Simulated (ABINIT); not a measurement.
# AlN (F-43m) in ABINIT: settings compared

The runs below take AlN through band structure, with SOGGA, LDA-PZ.

All numbers are computed with ABINIT 10.8.3 (patched build); they aren't measurements. Logs are shortened: lines on timing, memory, paths and dates and some standing lists are left out, and cuts for length are marked. The log counts tension as positive stress, the text compression.

## (1) The structure

The structure is cubic, space group F-43m (No. 216). Conventional cell: a = 4.368 Å, b = 4.368 Å, c = 4.368 Å, α = 90.00°, β = 90.00°, γ = 90.00°. Around Al (site symmetry -43m) lie 4 N at 1.89 Å. N (site symmetry -43m) is surrounded by 4 Al at 1.89 Å.

Measurements of this composition are mostly on another form, of space group No. 186.

## (2) Band structure, SOGGA

The input, run.abi:

```
# Datasets: ground state, then fixed potential
ndtset 2

# Pseudopotentials
pp_dirpath "./"
pseudos "Al.GGA_PBE-JTH.xml, N.GGA_PBE-JTH.xml"

# Structure
acell 3.0886333121 3.0886333121 3.0886333121 Angstrom
rprim
     0.0000000000     0.7071067812     0.7071067812
     0.7071067812     0.0000000000     0.7071067812
     0.7071067812     0.7071067812     0.0000000000
ntypat 2
znucl 13 7
natom 2
typat 1 2
xcart
     0.0000000000     0.0000000000     0.0000000000
     2.0635748428     2.0635748428     2.0635748428

# Plane-wave basis
ecut 25.0
pawecutdg 47.0

# Exchange and correlation
ixc -150130

# Bands and occupations
occopt 3
tsmear 0.05 eV

# SCF cycle
nstep 100

# Output
iomode 3
prtwf 0
prteig 0
prtebands 0
enunit 1
prtden1 1

# Dataset 1
kptopt1 1
ngkpt1 10 10 10
nshiftk1 1
shiftk1 0.0 0.0 0.0
nband1 8
tolvrs1 1.0e-9

# Dataset 2: bands along G-X-W-K-G-L-U-W-L-K
iscf2 -2
getden2 1
nband2 12
nbdbuf2 2
tolwfr2 1.0e-12
kptopt2 -9
ndivsm2 6
prteig2 1
prtvol2 -3
kptbounds2
     0.0000000000     0.0000000000     0.0000000000
     0.5000000000     0.0000000000     0.5000000000
     0.5000000000     0.2500000000     0.7500000000
     0.3750000000     0.3750000000     0.7500000000
     0.0000000000     0.0000000000     0.0000000000
     0.5000000000     0.5000000000     0.5000000000
     0.6250000000     0.2500000000     0.6250000000
     0.5000000000     0.2500000000     0.7500000000
     0.5000000000     0.5000000000     0.5000000000
     0.3750000000     0.3750000000     0.7500000000
```

Potentials or basis: JTH PAW PBE v2.0.

Started as:

```sh
> abinit run.abi > log 2>&1
```

run.abo:

```text
.Version 10.8.3 of ABINIT
 DATASET    1 : space group F-4 3 m (#216); Bravais cF (face-center cubic)
================================================================================
 Values of the parameters that define the memory need for DATASET  1.
     intxc =       0    ionmov =       0      iscf =      17    lmnmax =       8
     lnmax =       4     mgfft =      30  mpssoang =       2    mqgrid =    3001
     natom =       2  nloc_mem =       2    nspden =       1   nspinor =       1
    nsppol =       1      nsym =      24    n1xccc =       1    ntypat =       2
    occopt =       3   xclevel =       2
       mpw =         866          nfft =       27000          nkpt =          47
 PAW method is used; the additional fine FFT grid is defined by:
   mgfftf=        40    nfftf =     64000
================================================================================
================================================================================

 DATASET    2 : space group F-4 3 m (#216); Bravais cF (face-center cubic)
================================================================================
 Values of the parameters that define the memory need for DATASET  2.
     intxc =       0    ionmov =       0      iscf =      -2    lmnmax =       8
     lnmax =       4     mgfft =      30  mpssoang =       2    mqgrid =    3001
     natom =       2  nloc_mem =       2    nspden =       1   nspinor =       1
    nsppol =       1      nsym =      24    n1xccc =       1    ntypat =       2
    occopt =       3   xclevel =       2
       mpw =         872          nfft =       27000          nkpt =         103
 PAW method is used; the additional fine FFT grid is defined by:
   mgfftf=        40    nfftf =     64000
================================================================================
================================================================================

--------------------------------------------------------------------------------
------------- Echo of variables that govern the present computation ------------
--------------------------------------------------------------------------------
 -outvars: echo values of preprocessed input variables --------
            acell      5.8366710632E+00  5.8366710632E+00  5.8366710632E+00 Bohr
              amu      2.69815390E+01  1.40067400E+01
             ecut      2.50000000E+01 Hartree
           enunit           1
           getden1          0
           getden2          1
             iscf1         17
             iscf2         -2
              ixc     -150130
           jdtset        1    2
           kptopt1          1
           kptopt2         -9
         kptrlatt       10    0    0      0   10    0      0    0   10
          kptrlen1     5.83667106E+01
          kptrlen2     3.00000000E+01
            natom           2
            nband1          8
            nband2         12
           nbdbuf1          0
           nbdbuf2          2
           ndtset           2
           ndivsm1          0
           ndivsm2          6
            ngfft          30      30      30
          ngfftdg          40      40      40
             nkpt1         47
             nkpt2        103
            nstep         100
             nsym          24
           ntypat           2
           occopt           3
        pawecutdg      4.70000000E+01 Hartree
         pawxcdev           0
        prtebands           0
           prteig1          0
           prteig2          1
           prtvol1          0
           prtvol2         -3
            prtwf           0
            rprim      0.0000000000E+00  7.0710678120E-01  7.0710678120E-01
                       7.0710678120E-01  0.0000000000E+00  7.0710678120E-01
                       7.0710678120E-01  7.0710678120E-01  0.0000000000E+00
           shiftk1     0.00000000E+00  0.00000000E+00  0.00000000E+00
           shiftk2     5.00000000E-01  5.00000000E-01  5.00000000E-01
          spgroup         216
           tolvrs1     1.00000000E-09
           tolvrs2     0.00000000E+00
           tolwfr1     0.00000000E+00
           tolwfr2     1.00000000E-12
[... 229 lines left out ...]
meta: {optdriver: 0, ionmov: 0, optcell: 0, iscf: -2, paral_kgb: 0, }
...

 mkfilename : getden/=0, take file _DEN from output of DATASET   1.

 Real(R)+Recip(G) space primitive vectors, cartesian coordinates (Bohr,Bohr^-1):
 R(1)=  0.0000000  4.1271497  4.1271497  G(1)= -0.1211490  0.1211490  0.1211490
 R(2)=  4.1271497  0.0000000  4.1271497  G(2)=  0.1211490 -0.1211490  0.1211490
 R(3)=  4.1271497  4.1271497  0.0000000  G(3)=  0.1211490  0.1211490 -0.1211490
 Unit cell volume ucvol=  1.4059849E+02 bohr^3
 Angles (23,13,12)=  6.00000000E+01  6.00000000E+01  6.00000000E+01 degrees

 Coarse grid specifications (used for wave-functions):

 getcut: wavevector=  0.0000  0.0000  0.0000  ngfft=  30  30  30
         ecut(hartree)=     25.000   => boxcut(ratio)=   2.28614

 getcut : COMMENT -
  Note that boxcut > 2.2 ; recall that boxcut=Gcut(box)/Gcut(sphere) = 2
  is sufficient for exact treatment of convolution.
  Such a large boxcut is a waste : you could raise ecut
  e.g. ecut=   32.665240 Hartrees makes boxcut=2

 Fine grid specifications (used for densities):

 getcut: wavevector=  0.0000  0.0000  0.0000  ngfft=  40  40  40
         ecut(hartree)=     47.000   => boxcut(ratio)=   2.22065

 getcut : COMMENT -
  Note that boxcut > 2.2 ; recall that boxcut=Gcut(box)/Gcut(sphere) = 2
  is sufficient for exact treatment of convolution.
  Such a large boxcut is a waste : you could raise ecut
  e.g. ecut=   57.942777 Hartrees makes boxcut=2
[... 505 lines left out ...]
  4.64E-13  1.47E-13  2.80E-13  2.24E-13  1.17E-13  5.72E-14  1.43E-13  3.42E-13
  2.73E-13  5.76E-13  1.33E-08  2.50E-06
 -1.9641E-01  8.7903E-02  1.3367E-01  2.1411E-01  4.6328E-01  6.2412E-01
  7.1827E-01  7.4999E-01  8.3034E-01  9.6063E-01  1.1384E+00  1.1702E+00
 Non-SCF case, kpt  102 (  0.38750  0.38750  0.72500), residuals and eigenvalues=
  8.96E-13  3.56E-13  1.69E-13  9.80E-14  5.60E-13  7.77E-13  5.00E-13  3.29E-13
  2.84E-13  8.82E-13  6.66E-07  2.32E-06
 -1.9393E-01  9.7738E-02  1.2178E-01  2.1034E-01  4.5022E-01  6.2567E-01
  7.2683E-01  7.6268E-01  8.1816E-01  9.7004E-01  1.1578E+00  1.1889E+00
 Non-SCF case, kpt  103 (  0.37500  0.37500  0.75000), residuals and eigenvalues=
  2.58E-13  3.04E-13  6.90E-13  2.46E-13  1.65E-13  7.64E-14  6.95E-13  1.58E-13
  7.41E-13  6.32E-13  5.48E-07  2.15E-03
 -1.9252E-01  9.9579E-02  1.2129E-01  2.0719E-01  4.3944E-01  6.2287E-01
  7.3405E-01  7.7264E-01  8.1106E-01  9.8458E-01  1.1590E+00  1.2164E+00

--- !ResultsGS
iteration_state: {dtset: 2, }
comment   : Summary of ground state results
lattice_vectors:
- [  0.0000000,   4.1271497,   4.1271497, ]
- [  4.1271497,   0.0000000,   4.1271497, ]
- [  4.1271497,   4.1271497,   0.0000000, ]
lattice_lengths: [   5.83667,    5.83667,    5.83667, ]
lattice_angles: [ 60.000,  60.000,  60.000, ] # degrees, (23, 13, 12)
lattice_volume:   1.4059849E+02
convergence: {deltae:  0.000E+00, res2:  0.000E+00, residm:  9.990E-13, diffor:  0.000E+00, }
etotal    :  -1.21731069E+01
entropy   :   0.00000000E+00
fermie    :   3.16626336E-01
cartesian_stress_tensor: null
pressure_GPa: null
xred      :
- [  0.0000E+00,   0.0000E+00,   0.0000E+00, Al]
- [  2.5000E-01,   2.5000E-01,   2.5000E-01,  N]
cartesian_forces: null
force_length_stats: {min: null, max: null, mean: null, }
...

 Integrated electronic density in atomic spheres:
 ------------------------------------------------
 Atom  Sphere_radius  Integrated_density
    1        1.90363          0.90096106
    2        1.20497          2.61969447

================================================================================

 ----iterations are completed or convergence reached----

 Mean square residual over all n,k,spin=   39.841E-14; max=  99.897E-14
 reduced coordinates (array xred) for    2 atoms
       0.000000000000      0.000000000000      0.000000000000
       0.250000000000      0.250000000000      0.250000000000

 cartesian coordinates (angstrom) at end:
    1      0.00000000000000     0.00000000000000     0.00000000000000
    2      1.09199677981306     1.09199677981306     1.09199677981306
 length scales=  5.836671063224  5.836671063224  5.836671063224 bohr
              =  3.088633312100  3.088633312100  3.088633312100 angstroms
 Eigenvalues (   eV  ) for nkpt= 103  k points:
 kpt#   1, nband= 12, wtk=  1.00000, kpt=  0.0000  0.0000  0.0000 (reduced coord)
  -7.97083    7.03761    7.03761    7.03761   11.03781   19.43776   19.43776   19.43776
  24.58903   24.58903   25.86349   25.86349
 kpt#   2, nband= 12, wtk=  1.00000, kpt=  0.0294  0.0000  0.0294 (reduced coord)
  -7.95350    6.94986    7.01834    7.01834   11.13327   19.37675   19.46297   19.46297
  23.98525   24.61519   25.91835   25.91838
 kpt#   3, nband= 12, wtk=  1.00000, kpt=  0.0588  0.0000  0.0588 (reduced coord)
  -7.90171    6.71072    6.96171    6.96171   11.39270   19.20296   19.53742   19.53742
  22.96035   24.69363   26.08251   26.08254
 kpt#   4, nband= 12, wtk=  1.00000, kpt=  0.0882  0.0000  0.0882 (reduced coord)
  -7.81612    6.37060    6.87111    6.87111   11.75649   18.94012   19.65778   19.65778
  21.89362   24.82429   26.35445   26.35446
 kpt#   5, nband= 12, wtk=  1.00000, kpt=  0.1176  0.0000  0.1176 (reduced coord)
  -7.69789    5.97471    6.75191    6.75191   12.16177   18.61867   19.81908   19.81908
  20.87159   25.00702   26.73180   26.73180
 kpt#   6, nband= 12, wtk=  1.00000, kpt=  0.1471  0.0000  0.1471 (reduced coord)
  -7.54875    5.55327    6.61044    6.61044   12.54687   18.27047   19.94585   20.01555
[... 278 lines left out ...]
  -5.52419    1.83903    4.52867    6.06341   13.48668   16.43091   19.24683   19.57846
  23.52457   26.03122   28.88734   31.54808
 kpt# 100, nband= 12, wtk=  1.00000, kpt=  0.4125  0.4125  0.6750 (reduced coord)
  -5.43045    2.10448    4.06138    5.94136   13.02044   16.78082   19.36237   20.00667
  23.02574   26.02440   29.95851   31.67949
 kpt# 101, nband= 12, wtk=  1.00000, kpt=  0.4000  0.4000  0.7000 (reduced coord)
  -5.34467    2.39197    3.63734    5.82630   12.60650   16.98315   19.54507   20.40815
  22.59470   26.14006   30.97827   31.84218
 kpt# 102, nband= 12, wtk=  1.00000, kpt=  0.3875  0.3875  0.7250 (reduced coord)
  -5.27708    2.65959    3.31379    5.72369   12.25101   17.02548   19.77810   20.75358
  22.26331   26.39607   31.50461   32.35090
 kpt# 103, nband= 12, wtk=  1.00000, kpt=  0.3750  0.3750  0.7500 (reduced coord)
  -5.23864    2.70968    3.30038    5.63781   11.95775   16.94919   19.97439   21.02458
  22.07001   26.79180   31.53747   33.09870

== END DATASET(S) ==============================================================
================================================================================

 -outvars: echo values of variables after computation  --------
            acell      5.8366710632E+00  5.8366710632E+00  5.8366710632E+00 Bohr
           etotal1    -1.2173106886E+01
            fcart1     2.8543483374E-29  2.8543483374E-29 -8.5630450121E-29
                      -2.8543483374E-29 -2.8543483374E-29  8.5630450121E-29
            rprim      0.0000000000E+00  7.0710678120E-01  7.0710678120E-01
                       7.0710678120E-01  0.0000000000E+00  7.0710678120E-01
                       7.0710678120E-01  7.0710678120E-01  0.0000000000E+00
           strten1    -6.4956072539E-05 -6.4956072539E-05 -6.4956072539E-05
                       0.0000000000E+00  0.0000000000E+00  0.0000000000E+00
           xangst      0.0000000000E+00  0.0000000000E+00  0.0000000000E+00
                       1.0919967798E+00  1.0919967798E+00  1.0919967798E+00
             xred      0.0000000000E+00  0.0000000000E+00  0.0000000000E+00
                       2.5000000000E-01  2.5000000000E-01  2.5000000000E-01
 Calculation completed.
```

It took 35 s on 1 thread of Arm Neoverse V1, shared host; peak memory 0.11 GiB.

What came out:

- Free energy: -331.2471 eV
- Band gap on the k mesh: 3.04 eV, indirect (least direct gap 4.00 eV)
- Valence electrons inside the program's atomic spheres: Al 0.90; N 2.62

Levels at the corners of the path, in eV from the valence-band top:
```
point  band 1  band 2  band 3  band 4  band 5  band 6  band 7  band 8  band 9
    Γ  -15.01    0.00    0.00    0.00    4.00   12.40   12.40   12.40   17.55
    X  -12.26   -4.99   -1.81   -1.81    3.04    8.39   13.80   15.54   15.54
    W  -12.20   -3.83   -3.53   -2.79    5.84   11.18   11.78   12.08   17.07
    K  -12.28   -4.33   -3.74   -1.40    4.92    9.91   12.94   13.99   15.03
    Γ  -15.01    0.00    0.00    0.00    4.00   12.40   12.40   12.40   17.55
    L  -12.91   -5.98   -0.49   -0.49    7.19    9.65   10.95   10.95   17.71
    U  -12.28   -4.33   -3.74   -1.40    4.92    9.91   12.94   13.99   15.03
    W  -12.20   -3.83   -3.53   -2.79    5.84   11.18   11.78   12.08   17.07
    L  -12.91   -5.98   -0.49   -0.49    7.19    9.65   10.95   10.95   17.71
    K  -12.28   -4.33   -3.74   -1.40    4.92    9.91   12.94   13.99   15.03
```

Caveat: the cutoff is too short for stress, so the log's stress isn't used; the PAW data sets were made with another functional, which shifts forces and pressure a little.

## (3) Band structure, LDA-PZ

run.abi, as its differences from that of step 2:

```diff
@@ -5,6 +5,6 @@
 pp_dirpath "./"
-pseudos "Al.GGA_PBE-JTH.xml, N.GGA_PBE-JTH.xml"
+pseudos "Al.upf, N.upf"
 
 # Structure
-acell 3.0886333121 3.0886333121 3.0886333121 Angstrom
+acell 5.8366710593 5.8366710593 5.8366710593
 rprim
@@ -22,7 +22,6 @@
 # Plane-wave basis
-ecut 25.0
-pawecutdg 47.0
+ecut 42.0
 
 # Exchange and correlation
-ixc -150130
+ixc 2
 
@@ -40,3 +39,3 @@
 prtebands 0
-enunit 1
+enunit 2
 prtden1 1
@@ -49,3 +48,3 @@
 nband1 8
-tolvrs1 1.0e-9
+tolvrs1 1.0e-10
```

Potentials or basis: PseudoDojo NC SR LDA v0.4.1 standard.

Started as:

```sh
> abinit run.abi > log 2>&1
```

It took 58 s on 1 thread of Arm Neoverse V1, shared host; peak memory 0.11 GiB.

The run converged. Its results:

```yaml
Free_energy: -349.4452 eV
Pressure: -4.6 GPa
Band_gap_on_the_k_mesh: 3.25 eV, indirect (least direct gap 4.24 eV)
Band_gap_along_the_path: 3.25 eV, indirect (least direct gap 4.24 eV)
Valence_electrons_inside_the_program's_atomic_spheres: Al 1.12; N 5.34
```

Levels at the corners of the path, in eV from the valence-band top:
```tsv
point	band 1	band 2	band 3	band 4	band 5	band 6	band 7	band 8	band 9
Γ	-14.81	0.00	0.00	0.00	4.24	12.35	12.35	12.35	17.60
X	-12.03	-4.96	-1.80	-1.80	3.25	8.44	13.72	15.47	15.47
W	-11.97	-3.83	-3.48	-2.73	5.98	11.27	11.84	11.95	16.93
K	-12.05	-4.30	-3.68	-1.39	5.09	9.95	12.86	13.98	15.02
Γ	-14.81	0.00	0.00	0.00	4.24	12.35	12.35	12.35	17.60
L	-12.69	-5.91	-0.49	-0.49	7.28	9.76	11.00	11.00	17.72
U	-12.05	-4.30	-3.68	-1.39	5.09	9.95	12.86	13.98	15.02
W	-11.97	-3.83	-3.48	-2.73	5.98	11.27	11.84	11.95	16.93
L	-12.69	-5.91	-0.49	-0.49	7.28	9.76	11.00	11.00	17.72
K	-12.05	-4.30	-3.68	-1.39	5.09	9.95	12.86	13.98	15.02
```
